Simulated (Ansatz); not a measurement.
Calculation for AgBr: DFT, PBE, all-electron LAPW, scalar-relativistic (Ansatz 0.2.0).

The base volume is that of a database entry, with shape and atoms relaxed on PAW files at held volume, so it needn't be at zero pressure; the structure needn't be the stable phase, at rest or compressed.

Command: `ansatz run input.yaml --threads 1 --pin off --max-ram 2048MiB --backend cpu --events-out ev --progress --plain --runs-dir out` It took 10 s on 1 thread of Intel(R) Xeon(R) Platinum 8488C (Sapphire Rapids), with other jobs on the host, peak memory 0.36 GiB.

```yaml
crystal:
  lattice:
    - [0.0, 2.87015, 2.87015]
    - [2.87015, 0.0, 2.87015]
    - [2.87015, 2.87015, 0.0]
  atoms:
    - { symbol: Ag, position: [0.0, 0.0, 0.0] }
    - { symbol: Br, position: [0.5, 0.5, 0.5] }
kpoints:
  mp_grid: { grid: [9, 9, 9] }
  band_path:
    path:
      - [0.0, 0.0, 0.0]
      - [0.5, 0.0, 0.5]
      - [0.625, 0.25, 0.625]
      - [0.375, 0.375, 0.75]
      - [0.0, 0.0, 0.0]
      - [0.5, 0.5, 0.5]
      - [0.5, 0.25, 0.75]
      - [0.5, 0.0, 0.5]
    npoints: 14
scf:
  occupations: { method: fermi_dirac, width: 0.03 }
hamiltonian:
  xc: pbe
  pseudopotentials: { kind: all_electron, lapw: { basis_error: 0.001 } }
output:
  forces: true
  stress: true
  eigenvalues: true
  populations: true
```

Output:

```
Ag: projections on atomic orbitals take those of the free atom 1s2 2s2 2p6 3s2 3p6 3d10 4s2 4p6 4d10 5s1, of charge +0.00 (hamiltonian.pseudopotentials.projection_atoms)
Br: projections on atomic orbitals take those of the free atom 1s2 2s2 2p6 3s2 3p6 3d10 4s2 4p5, of charge +0.00 (hamiltonian.pseudopotentials.projection_atoms)
LAPW: plane waves up to 7.497 Å⁻¹, error target 1.0e-3 eV per atom; small_component_spin mean_spin; Br in spheres of 1.352 Å, 25 of its electrons in bands, Dirac shells []; Ag in spheres of 1.518 Å, 19 of its electrons in bands, Dirac shells [] (how accurate: hamiltonian.pseudopotentials.lapw.basis_error, Limitations)
Engine: ansatz 0.2.0
Pseudopotentials: kind: all_electron
Pseudopotential: Ag, LAPW, valence charge 19, lapw/all_electron/scalar/gaussian/Ag, Koelling and Harmon's equation, gaussian nucleus
Pseudopotential: Br, LAPW, valence charge 25, lapw/all_electron/scalar/gaussian/Br, Koelling and Harmon's equation, gaussian nucleus
Functional definition: PBE
  parameter kappa = 0.804
  parameter beta = 0.06672455060314922
  exchange = pbe_x(kappa = kappa, mu = beta*pi^2/3)
  correlation = pbe_c(beta = beta)
Crystal: 2 atoms, lattice volume = 47.287 Å³
Basis set: ecut = 214.1389229478322 eV, 331 PW (Γ), exchange–correlation at level 2
Bands: 27, of which v1, the nominal top of the filled ones, is band 22 counted from 1 (21 counted from 0)
Symmetry: 48 space group operations
Space group: Fm-3m (ITA 225), of the structure as read, at distance tolerance 3.6e-5 Å
k-points: 35 of 729
Non-local potential: Ag, projectors of the file, none
Non-local potential: Br, projectors of the file, none
Initial density: superposition of atomic densities (chi_scale 0.1, normalization cell, long waves kept (reshape's long-wave potential 0.00 eV rms))
Initial wavefunctions: plane waves of lowest kinetic energy (no species holds an atomic orbital)
Functional: x = pbe(κ = 0.804, μ = 0.2195149727645171), c = pbe(β = 0.06672455060314922)
iter 1 solved again at ethr=5.16e-4 eV; its pass at ethr=1.00e-1 eV (dr2=2.27e-1 eV) is discarded
SCF iter   1: F=—  HF=-215582.185324 eV  |F-HF|=—  |Δ(HF+E_count)|=         —  Δρ=1.51e-2  dr2=2.28e-1  ethr=5.16e-4  ⟨swp⟩=2.6  Hψ=6035  notcnv=0
preconditioner: auto → none  [insulator: Δε(μ)=0.623 eV  Ē_g=11.326 eV  σ=0.030 eV  W_gap=1.00  n_scr=14 (ndim 8)  ℏωp=22.9 eV  f_vac=0.094  D(μ)=0.00/eV (n_scr^D=0)  ε∞_Penn≈5.1]
iter 2 solved again at ethr=4.82e-6 eV; its pass at ethr=5.16e-4 eV (dr2=2.12e-3 eV) is discarded
SCF iter   2: F=—  HF=-215582.091292 eV  |F-HF|=—  |Δ(HF+E_count)|=   9.40e-2  Δρ=2.76e-3  dr2=2.13e-3  ethr=4.82e-6  ⟨swp⟩=2.0  Hψ=4879  notcnv=0
SCF iter   3: F=—  HF=-215582.069611 eV  |F-HF|=—  |Δ(HF+E_count)|=   2.17e-2  Δρ=2.45e-3  dr2=4.26e-3  ethr=4.82e-6  ⟨swp⟩=3.0  Hψ=3160  notcnv=0
SCF iter   4: F=—  HF=-215582.069388 eV  |F-HF|=—  |Δ(HF+E_count)|=   2.23e-4  Δρ=8.63e-4  dr2=4.70e-4  ethr=4.82e-6  ⟨swp⟩=2.0  Hψ=2742  notcnv=0
SCF iter   5: F=—  HF=-215582.069548 eV  |F-HF|=—  |Δ(HF+E_count)|=   1.59e-4  Δρ=1.57e-4  dr2=8.89e-6  ethr=1.07e-6  ⟨swp⟩=2.0  Hψ=2748  notcnv=0
SCF iter   6: F=—  HF=-215582.069559 eV  |F-HF|=—  |Δ(HF+E_count)|=   1.14e-5  Δρ=4.09e-5  dr2=8.03e-7  ethr=2.02e-8  ⟨swp⟩=2.9  Hψ=2806  notcnv=0
SCF iter   7: F=-215582.069561 eV  HF=-215582.069561 eV  |F-HF|=2.16e-8  |Δ(HF+E_count)|=   1.38e-6  Δρ=3.99e-6  dr2=8.06e-9  ethr=1.83e-9  ⟨swp⟩=3.0  Hψ=2885  notcnv=0
SCF 1 converged in 7 iterations: F = -215582.069561 eV  dr2 = 8.06e-9
NSCF: frozen V_eff on 99 k-points
SCF converged after 7 iterations
Free energy (F): -215582.069561 eV
Harris-Foulkes:  -215582.069561 eV  (|F-HF|=2.16e-8)
Internal energy: -215582.069561 eV  (E = F + TS)
E sigma→0 (E₀):  -215582.069561 eV
Entropy (-TS):   -0.000000 eV (-0.000 meV/atom)
Fermi energy:    10.436798 eV
--- Per-component energies (eV) ---
  E_band       = -2206.270791
  E_kinetic    = 223956.574535
  E_xc         = -6578.787852
  E_electrostatic = -432959.856244  (all electrons and nuclei)
  E_smearing   = -0.000000  (= −TS)
  E_closure    = 0.000000  (closes the sum)
  E_atoms      = -215577.112466  (free atoms, spherical and without spin; not in F)
  Σ components = -215582.069561   (vs F -215582.069561, Δ=0.00e0)
  Basis errors (estimates in eV, not in F): energy 3.6e-4 per atom: plane waves 3.4e-4 (1.8e-4 summed), levels above the bands 1.9e-155, relativity 1.1e-7, radial functions 2.4e-5, core shells 1.2e-7; eigenvalues (radial functions only) 4.6e-6; not estimated: angular momenta, meshes, grids; target (lapw.basis_error) 1.0e-3; muffin-tin radii Br 1.352 Å, Ag 1.518 Å
--- Forces (eV/Å), atoms counted from 1 ---
  atom   1  Ag    -0.00000000     0.00000000    -0.00000000
  atom   2  Br     0.00000000    -0.00000000    -0.00000000
  max |Σ_I F_I| component: 4.73e-30 eV/Å
--- Stress (GPa, compression-positive) ---
        2.322973       0.000000      -0.000000
        0.000000       2.322973       0.000000
       -0.000000       0.000000       2.322973
  P = ⅓ Tr σ = 2.3230 GPa (23.230 kbar)
--- Band table (eV; the first three rows and the last of 35) ---
  k-point 0: bands = ["-221.8571", "-157.2727", "-157.2727", "-157.2727", "-80.0328", "-50.5665", "-50.5665", "-50.5658", "-50.5658", "-50.5658", "-43.5615", "-43.5615", "-43.5615", "-5.0163", "7.2710", "7.2710", "7.2710", "7.2710", "7.2710", "8.1333", "8.1333", "8.1333", "10.7417", "19.9933", "19.9933", "19.9933", "21.2073"]
  k-point 1: bands = ["-221.8571", "-157.2727", "-157.2727", "-157.2727", "-80.0328", "-50.5665", "-50.5665", "-50.5658", "-50.5658", "-50.5658", "-43.5617", "-43.5615", "-43.5615", "-4.9678", "6.9329", "6.9329", "7.0030", "7.3053", "7.3053", "7.8191", "8.5265", "8.5265", "11.4422", "18.8331", "19.7304", "19.7304", "21.0610"]
  k-point 2: bands = ["-221.8571", "-157.2727", "-157.2727", "-157.2727", "-80.0328", "-50.5665", "-50.5665", "-50.5658", "-50.5657", "-50.5657", "-43.5622", "-43.5616", "-43.5616", "-4.8406", "6.1410", "6.4589", "6.4589", "7.3939", "7.3939", "7.7409", "9.1491", "9.1491", "12.6663", "17.4899", "18.6060", "18.6060", "21.2260"]
  k-point 34: bands = ["-221.8571", "-157.2727", "-157.2727", "-157.2727", "-80.0328", "-50.5665", "-50.5665", "-50.5657", "-50.5657", "-50.5657", "-43.5627", "-43.5625", "-43.5621", "-4.5119", "5.7589", "6.0504", "6.2059", "7.6143", "7.6282", "7.8382", "7.9128", "8.6738", "13.8187", "16.9231", "17.5710", "18.2787", "22.3910"]
--- Löwdin populations: 2 sites ---
  site symbol       q [e]
     0     Ag     46.4809
     1     Br     35.4352
  spilling = 0.001023 (of n_electrons = 82.000000)
```

populations.tsv:

```
# site	symbol	l	j	q
# orbitals = lowdin
# n_electrons = 82.000000
# spilling = 0.001023
# projection_atom_Ag: 1s2 2s2 2p6 3s2 3p6 3d10 4s2 4p6 4d10 5s1
# projection_atom_Br: 1s2 2s2 2p6 3s2 3p6 3d10 4s2 4p5
0	Ag	0_1S	-	2.000000
0	Ag	0_2S	-	1.999991
0	Ag	0_3S	-	1.999849
0	Ag	0_4S	-	1.997272
0	Ag	0_5S	-	0.526281
0	Ag	1_2P	-	6.000000
0	Ag	1_3P	-	5.999998
0	Ag	1_4P	-	5.999637
0	Ag	2_3D	-	10.000000
0	Ag	2_4D	-	9.957837
1	Br	0_1S	-	1.999999
1	Br	0_2S	-	1.999931
1	Br	0_3S	-	1.998546
1	Br	0_4S	-	1.934668
1	Br	1_2P	-	5.999999
1	Br	1_3P	-	5.999716
1	Br	1_4P	-	5.502450
1	Br	2_3D	-	9.999924
```

Next run (volume at 0.9 of the series' base cell), as changes to the input before:

```diff
   lattice:
-    - [0.0, 2.87015, 2.87015]
-    - [2.87015, 0.0, 2.87015]
-    - [2.87015, 2.87015, 0.0]
+    - [0.0, 2.7710993572, 2.7710993572]
+    - [2.7710993572, 0.0, 2.7710993572]
+    - [2.7710993572, 2.7710993572, 0.0]
   atoms:
-    npoints: 14
+    npoints: 6
 scf:
```

Results part of the output:

```
SCF 1 converged in 7 iterations: F = -215581.908476 eV  dr2 = 5.51e-9
NSCF: frozen V_eff on 43 k-points
SCF converged after 7 iterations
Free energy (F): -215581.908476 eV
Harris-Foulkes:  -215581.908476 eV  (|F-HF|=1.48e-8)
Internal energy: -215581.908476 eV  (E = F + TS)
E sigma→0 (E₀):  -215581.908476 eV
Entropy (-TS):   -0.000000 eV (-0.000 meV/atom)
Fermi energy:    12.523445 eV
--- Per-component energies (eV) ---
  E_band       = -2134.663820
  E_kinetic    = 223961.703172
  E_xc         = -6579.949369
  E_electrostatic = -432963.662279  (all electrons and nuclei)
  E_smearing   = -0.000000  (= −TS)
  E_closure    = 0.000000  (closes the sum)
  E_atoms      = -215577.112466  (free atoms, spherical and without spin; not in F)
  Σ components = -215581.908476   (vs F -215581.908476, Δ=0.00e0)
  Basis errors (estimates in eV, not in F): energy 3.6e-4 per atom: plane waves 3.4e-4 (1.8e-4 summed), levels above the bands 1.4e-158, relativity 4.2e-8, radial functions 2.1e-5, core shells 3.6e-7; eigenvalues (radial functions only) 4.0e-6; not estimated: angular momenta, meshes, grids; target (lapw.basis_error) 1.0e-3; muffin-tin radii Br 1.311 Å, Ag 1.460 Å
--- Forces (eV/Å), atoms counted from 1 ---
  atom   1  Ag     0.00000000    -0.00000000     0.00000000
  atom   2  Br    -0.00000000     0.00000000     0.00000000
  max |Σ_I F_I| component: 1.47e-29 eV/Å
--- Stress (GPa, compression-positive) ---
        9.302865      -0.000000      -0.000000
       -0.000000       9.302865       0.000000
       -0.000000       0.000000       9.302865
  P = ⅓ Tr σ = 9.3029 GPa (93.029 kbar)
--- Band table (eV; the first three rows and the last of 35) ---
  k-point 0: bands = ["-220.2095", "-155.6257", "-155.6257", "-155.6257", "-78.3551", "-48.9221", "-48.9221", "-48.9208", "-48.9208", "-48.9208", "-41.8853", "-41.8853", "-41.8853", "-3.6692", "8.8512", "8.8512", "8.8512", "8.8546", "8.8546", "9.8230", "9.8230", "9.8230", "12.8396", "22.0476", "22.0476", "22.0476", "23.0198"]
  k-point 1: bands = ["-220.2095", "-155.6257", "-155.6257", "-155.6257", "-78.3551", "-48.9221", "-48.9221", "-48.9208", "-48.9208", "-48.9208", "-41.8857", "-41.8854", "-41.8854", "-3.6047", "8.4529", "8.4529", "8.5224", "8.8956", "8.8956", "9.5012", "10.2951", "10.2951", "13.6013", "20.8125", "21.8172", "21.8172", "23.3654"]
  k-point 2: bands = ["-220.2095", "-155.6257", "-155.6257", "-155.6257", "-78.3550", "-48.9221", "-48.9221", "-48.9207", "-48.9207", "-48.9207", "-41.8866", "-41.8855", "-41.8855", "-3.4335", "7.5246", "7.9011", "7.9011", "9.0102", "9.0102", "9.4285", "11.0388", "11.0388", "14.8909", "19.5187", "20.6703", "20.6703", "23.4455"]
  k-point 34: bands = ["-220.2095", "-155.6257", "-155.6257", "-155.6257", "-78.3549", "-48.9221", "-48.9221", "-48.9207", "-48.9207", "-48.9206", "-41.8875", "-41.8872", "-41.8864", "-2.9919", "7.0551", "7.3992", "7.5377", "9.3071", "9.3146", "9.5432", "9.6566", "10.4538", "16.0358", "18.9975", "19.6033", "20.4914", "24.8192"]
--- Löwdin populations: 2 sites ---
  site symbol       q [e]
     0     Ag     46.4859
     1     Br     35.4163
  spilling = 0.001193 (of n_electrons = 82.000000)
```

Next run (volume at 0.8 of the series' base cell), as changes to the input before:

```diff
   lattice:
-    - [0.0, 2.7710993572, 2.7710993572]
-    - [2.7710993572, 0.0, 2.7710993572]
-    - [2.7710993572, 2.7710993572, 0.0]
+    - [0.0, 2.6644112382, 2.6644112382]
+    - [2.6644112382, 0.0, 2.6644112382]
+    - [2.6644112382, 2.6644112382, 0.0]
   atoms:
```

Command: `ansatz run input.yaml --threads 1 --pin off --max-ram 2048MiB --backend cpu --events-out ev --progress --plain --runs-dir out` It took 8.8 s on 1 thread of Intel(R) Xeon(R) Platinum 8488C (Sapphire Rapids), with other jobs on the host, peak memory 0.36 GiB.

Results part of the output:

```
SCF 1 converged in 7 iterations: F = -215581.462797 eV  dr2 = 2.98e-9
NSCF: frozen V_eff on 43 k-points
SCF converged after 7 iterations
Free energy (F): -215581.462797 eV
Harris-Foulkes:  -215581.462797 eV  (|F-HF|=8.88e-9)
Internal energy: -215581.462797 eV  (E = F + TS)
E sigma→0 (E₀):  -215581.462797 eV
Entropy (-TS):   -0.000000 eV (-0.000 meV/atom)
Fermi energy:    15.188579 eV
--- Per-component energies (eV) ---
  E_band       = -2045.193129
  E_kinetic    = 223969.534184
  E_xc         = -6581.588264
  E_electrostatic = -432969.408718  (all electrons and nuclei)
  E_smearing   = -0.000000  (= −TS)
  E_closure    = 0.000000  (closes the sum)
  E_atoms      = -215577.112466  (free atoms, spherical and without spin; not in F)
  Σ components = -215581.462797   (vs F -215581.462797, Δ=0.00e0)
  Basis errors (estimates in eV, not in F): energy 3.6e-4 per atom: plane waves 3.4e-4 (1.8e-4 summed), levels above the bands 1.5e-160, relativity 2.5e-8, radial functions 2.0e-5, core shells 1.2e-6; eigenvalues (radial functions only) 3.7e-6; not estimated: angular momenta, meshes, grids; target (lapw.basis_error) 1.0e-3; muffin-tin radii Br 1.267 Å, Ag 1.397 Å
--- Forces (eV/Å), atoms counted from 1 ---
  atom   1  Ag     0.00000000     0.00000000     0.00000000
  atom   2  Br    -0.00000000     0.00000000    -0.00000000
  max |Σ_I F_I| component: 4.27e-31 eV/Å
--- Stress (GPa, compression-positive) ---
       22.256492       0.000000       0.000000
        0.000000      22.256492      -0.000000
        0.000000      -0.000000      22.256492
  P = ⅓ Tr σ = 22.2565 GPa (222.565 kbar)
--- Band table (eV; the first three rows and the last of 35) ---
  k-point 0: bands = ["-218.1152", "-153.5323", "-153.5323", "-153.5323", "-76.2972", "-46.8329", "-46.8329", "-46.8306", "-46.8306", "-46.8306", "-39.8319", "-39.8319", "-39.8319", "-2.0143", "10.7681", "10.7681", "10.7681", "10.7804", "10.7804", "11.9606", "11.9606", "11.9606", "15.5589", "24.6265", "24.6265", "24.6265", "25.2322"]
  k-point 1: bands = ["-218.1152", "-153.5323", "-153.5323", "-153.5323", "-76.2972", "-46.8329", "-46.8329", "-46.8306", "-46.8306", "-46.8306", "-39.8326", "-39.8320", "-39.8320", "-1.9277", "10.3169", "10.3169", "10.3909", "10.8269", "10.8269", "11.6134", "12.5147", "12.5147", "16.3822", "23.2538", "24.4104", "24.4104", "26.1776"]
  k-point 2: bands = ["-218.1152", "-153.5323", "-153.5323", "-153.5323", "-76.2971", "-46.8329", "-46.8329", "-46.8305", "-46.8305", "-46.8305", "-39.8344", "-39.8321", "-39.8321", "-1.6950", "9.2591", "9.6765", "9.6765", "10.9772", "10.9772", "11.5180", "13.4056", "13.4056", "17.7102", "22.0436", "23.2360", "23.2360", "26.1705"]
  k-point 34: bands = ["-218.1152", "-153.5323", "-153.5323", "-153.5323", "-76.2969", "-46.8329", "-46.8329", "-46.8305", "-46.8305", "-46.8303", "-39.8361", "-39.8354", "-39.8339", "-1.0938", "8.6685", "9.0806", "9.1929", "11.3628", "11.4022", "11.6491", "11.8238", "12.6557", "18.8211", "21.5814", "22.1168", "23.2414", "27.7980"]
--- Löwdin populations: 2 sites ---
  site symbol       q [e]
     0     Ag     46.4862
     1     Br     35.3963
  spilling = 0.001433 (of n_electrons = 82.000000)
```

Next run (volume at 0.65 of the series' base cell), as changes to the input before:

```diff
   lattice:
-    - [0.0, 2.6644112382, 2.6644112382]
-    - [2.6644112382, 0.0, 2.6644112382]
-    - [2.6644112382, 2.6644112382, 0.0]
+    - [0.0, 2.4862361682, 2.4862361682]
+    - [2.4862361682, 0.0, 2.4862361682]
+    - [2.4862361682, 2.4862361682, 0.0]
   atoms:
```

Results part of the output:

```
SCF 1 converged in 7 iterations: F = -215579.644324 eV  dr2 = 1.60e-9
NSCF: frozen V_eff on 43 k-points
SCF converged after 7 iterations
Free energy (F): -215579.644324 eV
Harris-Foulkes:  -215579.644324 eV  (|F-HF|=2.36e-9)
Internal energy: -215579.644324 eV  (E = F + TS)
E sigma→0 (E₀):  -215579.644324 eV
Entropy (-TS):   -0.000000 eV (-0.000 meV/atom)
Fermi energy:    20.531470 eV
--- Per-component energies (eV) ---
  E_band       = -5211.461113
  E_kinetic    = 223990.718156
  E_xc         = -6585.549393
  E_electrostatic = -432984.813086  (all electrons and nuclei)
  E_smearing   = -0.000000  (= −TS)
  E_closure    = 0.000000  (closes the sum)
  E_atoms      = -215577.112466  (free atoms, spherical and without spin; not in F)
  Σ components = -215579.644324   (vs F -215579.644324, Δ=0.00e0)
  Basis errors (estimates in eV, not in F): energy 3.6e-4 per atom: plane waves 3.3e-4 (1.8e-4 summed), levels above the bands 3.6e-166, relativity 7.6e-8, radial functions 3.4e-5, core shells 1.4e-7; eigenvalues (radial functions only) 2.3e-6; not estimated: angular momenta, meshes, grids; target (lapw.basis_error) 1.0e-3; muffin-tin radii Br 1.193 Å, Ag 1.293 Å
--- Forces (eV/Å), atoms counted from 1 ---
  atom   1  Ag     0.00000000     0.00000000     0.00000000
  atom   2  Br    -0.00000000     0.00000000    -0.00000000
  max |Σ_I F_I| component: 3.81e-30 eV/Å
--- Stress (GPa, compression-positive) ---
       67.502164       0.000000       0.000000
        0.000000      67.502164       0.000000
        0.000000       0.000000      67.502164
  P = ⅓ Tr σ = 67.5022 GPa (675.022 kbar)
--- Band table (eV; the first three rows and the last of 35) ---
  k-point 0: bands = ["-335.1460", "-335.1460", "-335.1460", "-335.1343", "-335.1343", "-213.6943", "-149.1141", "-149.1141", "-149.1141", "-72.1310", "-42.4271", "-42.4271", "-42.4215", "-42.4215", "-42.4215", "-35.6834", "-35.6834", "-35.6834", "1.3187", "14.5854", "14.5854", "14.5854", "14.6343", "14.6343", "16.4544", "16.4544", "16.4544", "21.4794", "29.6574", "30.0110", "30.0110", "30.0110", "33.9026"]
  k-point 1: bands = ["-335.1460", "-335.1460", "-335.1460", "-335.1343", "-335.1343", "-213.6943", "-149.1141", "-149.1141", "-149.1141", "-72.1309", "-42.4272", "-42.4272", "-42.4215", "-42.4214", "-42.4214", "-35.6854", "-35.6835", "-35.6835", "1.4549", "14.0823", "14.0823", "14.1607", "14.6798", "14.6798", "16.0365", "17.1399", "17.1399", "22.3866", "28.2030", "29.7742", "29.7742", "31.2270", "32.2577"]
  k-point 2: bands = ["-335.1460", "-335.1460", "-335.1460", "-335.1343", "-335.1343", "-213.6943", "-149.1141", "-149.1141", "-149.1141", "-72.1307", "-42.4274", "-42.4274", "-42.4214", "-42.4213", "-42.4213", "-35.6907", "-35.6837", "-35.6837", "1.8293", "12.8503", "13.2833", "13.2833", "14.9129", "14.9129", "15.8263", "18.3230", "18.3230", "23.5935", "27.3184", "28.5200", "28.5200", "31.8600", "31.8600"]
  k-point 34: bands = ["-335.1460", "-335.1460", "-335.1460", "-335.1343", "-335.1343", "-213.6943", "-149.1141", "-149.1141", "-149.1141", "-72.1299", "-42.4274", "-42.4270", "-42.4213", "-42.4212", "-42.4208", "-35.6956", "-35.6936", "-35.6888", "2.8021", "12.0047", "12.5518", "12.5981", "15.5199", "15.6363", "15.9483", "16.3005", "17.1687", "24.6441", "26.9013", "27.2556", "28.9143", "33.7347", "34.8469"]
--- Löwdin populations: 2 sites ---
  site symbol       q [e]
     0     Ag     46.4716
     1     Br     35.3639
  spilling = 0.002006 (of n_electrons = 82.000000)
```
